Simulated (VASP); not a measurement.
Wanted: the native input for a VASP 6.6.1 run.

- Task: single point
- Functional: PBE
- Potentials or basis: VASP PAW PBE potentials, release 64 (F, H)
- Cutoff: 520 eV
- k mesh: 1 × 1 × 1
- Occupations: fermi-dirac, width 0.02 eV
- Spin: no spin polarisation
- Dipole correction: no
- Further INCAR settings: LREAL = Auto; ALGO = Fast; EDIFF = 1e-07; NBANDS = 56

The structure of HF lies in POSCAR:

```
HF
1.0
    7.6174120000      0.0000000000      0.0000000000
    0.0000000000      7.6174120000      0.0000000000
    0.0000000000      0.0000000000      7.6174120000
F H
10 10
Direct
    0.1081207108      0.4427487971      0.6411757694
    0.4243567238      0.9057013064      0.1632050360
    0.9023668406      0.6908251779      0.9529877076
    0.7417742404      0.2778765281      0.4606288855
   -0.0128127506      0.2856350687      0.2537344704
    0.5020340242      0.5087160836      0.4191449799
    0.4208384685      0.7488895179      0.6149463886
    0.1814658312      0.8845392635      0.7922244458
    0.7867238900      0.8737875803      0.6935688919
    0.1427781509      0.6302928081      0.1848790639
    0.0389108532      0.4677047795      0.7473798188
    0.3280641772      0.8334195393      0.1631525248
    0.8959079540      0.7763660414      0.8632984536
    0.8395896139      0.2809484376      0.3796827584
    0.0320187486      0.3987574783      0.2505969219
    0.5851068578      0.4137100632      0.4265621972
    0.4570187355      0.6403224612      0.5614899128
    0.2604690412      0.8280502617      0.7208353703
    0.6720392700      0.8323168026      0.6753868637
    0.0704963838      0.6566797227      0.0889278406
```

The cell was built by a generator and needn't be a form met in nature.

These files were run (other wordings do the same):

INCAR

```
SYSTEM = HF
PREC = Accurate ; ENCUT = 520
EDIFF = 1E-7 ; ISMEAR = -1
SIGMA = 0.02 ; LREAL = Auto
LASPH = .TRUE. ; NELM = 100
ALGO = Fast ; ISIF = 2
LWAVE = .FALSE. ; LCHARG = .FALSE.
GGA = PE ; NBANDS = 56
```

KPOINTS

```
regular mesh
0
G
  1 1 1
  0 0 0
```

Potentials or basis: VASP PAW PBE potentials, release 64 (F, H).

Launch:

```console
$ cat potpaw_PBE.64/F/POTCAR potpaw_PBE.64/H/POTCAR > POTCAR
$ mpirun -np 1 vasp_gam > vasp.out
```

It gave:

The pressure is 0.4 GPa. The largest force is 2.295 eV/Å and the band gap on the k mesh is 6.53 eV, direct.

Run time: 2.1 min on 1 thread of Intel(R) Xeon(R) Platinum 8175M CPU @ 2.50GHz (Skylake/Cascade Lake) (shared host), peak memory 0.46 GiB.
